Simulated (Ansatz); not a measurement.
Crystal: TaS2.

```
Ta S
1.0
     3.35000    0.00000    0.00000
    -1.67500    2.90119    0.00000
     0.00000    0.00000    5.86000
Ta S
1 2
Direct
  0.00000 0.00000 0.00000
  0.66667 0.33333 0.75000
  0.33333 0.66667 0.25000
```

Program: Ansatz 0.2.0. Alike in all runs: potentials or basis Ansatz PAW; cell as given; cutoff (eV) 420.

Task: Order these runs on this cell by their pressure, lowest first.
A. level PBE; spin off; k mesh 9 × 9 × 5; smearing gaussian 0.016 eV
B. level PBEsol; spin off; k mesh 9 × 9 × 5; smearing fermi-dirac 0.05 eV; points for each segment of the path 14
C. level LDA; spin SOC, no magnetisation; k mesh 7 × 7 × 4; smearing fermi-dirac 0.05 eV; points for each segment of the path 14

Result: C (1.3 GPa), B (4.4 GPa), A (9.1 GPa).

Caveats: this functional lacks dispersion, which binds the layers, so the pressure and a relaxed spacing across them are unreliable (some runs); the PAW data sets come from PBE, with cores solved anew for the run's functional, which leaves a small shift of forces and pressure (some runs).
